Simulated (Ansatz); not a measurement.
Predict the output of the script below (Ansatz 0.2.0, Python API).

`defect.py`:
```python
'''Point defect (vacancy) in CdO.'''

import logging
import sys
import warnings

import ansatz as az
from ase import Atoms
import numpy as np

logging.basicConfig(stream=sys.stdout, format='%(levelname)s:%(name)s:%(message)s')
logger = logging.getLogger('ansatz_job')
logger.setLevel(logging.INFO)

warnings.simplefilter('ignore', az.DeckWarning)

atoms = Atoms(
    ['Cd', 'O'],
    scaled_positions=[
        (0.0, 0.0, 0.0),
        (0.5, 0.5, 0.5),
    ],
    cell=[
        (0.0, 2.3495, 2.3495),
        (2.3495, 0.0, 2.3495),
        (2.3495, 2.3495, 0.0),
    ],
    pbc=True,
)
xtal = az.Crystal.from_ase(atoms)
host = xtal.supercell(2)
defective = host.vacancy('O', at=(0.5, 0.5, 0.5))

def prepare(structure):
    return (
        structure.calculation()
        .kpoints(2)
        .scf(tolerance=1e-10)
        .functional(az.Functional.PBE)
        .occupations('gaussian', width=0.05)
        .band_table()
    )


perfect = prepare(host).run().report
base = (
    prepare(defective)
    .relax(force_tolerance=0.05, max_steps=40)
)
res = base.run()
rep = res.report

n_host, n_defect = len(perfect['lattice']['sites']), len(rep['lattice']['sites'])
logger.info(f'perfect cell: {n_host} atoms, F = {perfect["free_energy_ev"]:.4f} eV')
logger.info(f'defect cell:  {n_defect} atoms, F = {rep["free_energy_ev"]:.4f} eV')
# chemical potentials are still to be added to this difference
logger.info(f'difference {rep["free_energy_ev"] - perfect["free_energy_ev"]:.4f} eV (no chemical potentials)')

start = np.array([site.position for site in defective.resolved().sites])
step = np.array([site.position_frac for site in res.lattice.sites]) - start
moved = np.linalg.norm((step - np.round(step)) @ res.lattice.cell_ang, axis=1)
print('relaxation by atom (A):', ' '.join(f'{site.symbol}:{d:.3f}' for site, d in zip(res.lattice.sites, moved)))

pull = np.linalg.norm(rep['forces_ev_ang'], axis=1)
for atom in np.argsort(-pull)[:5]:
    logger.info(f'force on {res.lattice.sites[atom].symbol}{atom}: {pull[atom]:.3f} eV/A')
```

```console
$ python defect.py
INFO:ansatz_job:perfect cell: 16 atoms, F = -70571.1853 eV
INFO:ansatz_job:defect cell:  15 atoms, F = -70003.0906 eV
INFO:ansatz_job:difference 568.0947 eV (no chemical potentials)
relaxation by atom (A): Cd:0.000 Cd:0.033 O:0.000 Cd:0.033 O:0.000 Cd:0.033 O:0.000 Cd:0.033 O:0.000 Cd:0.033 O:0.000 Cd:0.033 O:0.000 Cd:0.000 O:0.000
INFO:ansatz_job:force on Cd7: 0.049 eV/A
INFO:ansatz_job:force on Cd5: 0.049 eV/A
INFO:ansatz_job:force on Cd9: 0.049 eV/A
INFO:ansatz_job:force on Cd1: 0.049 eV/A
INFO:ansatz_job:force on Cd3: 0.049 eV/A
```

What to keep in mind:
- Absolute energies stand on the zero of these potentials, so only differences at equal settings mean something. A total without «per atom» is that of the whole cell that was run.
- Extra carriers fill band states at a few k-points, so forces and energy hang on the mesh.
- The relaxation stopped at 0.049 eV/Å, so the energy gained is a lower bound and displacements are uncertain.
- The gap on the mesh is very small: such values hang on mesh and functional, which can close or open them.
- The difference holds no chemical potentials.
- The structure is a deposited one; some such entries were measured under pressure or heat, so a shift against it needn't be the functional's error alone.
- The supercell is small, so the defect meets its images and the energies aren't those of an isolated defect; a partly filled defect level may also lower its energy by spin or distortion. For a charged cell the difference holds no correction, alignment or term for the electrons' reservoir.
- Hardware and time: 16 s on 1 thread of Arm Neoverse V1, on a shared host, peak memory 0.55 GiB.
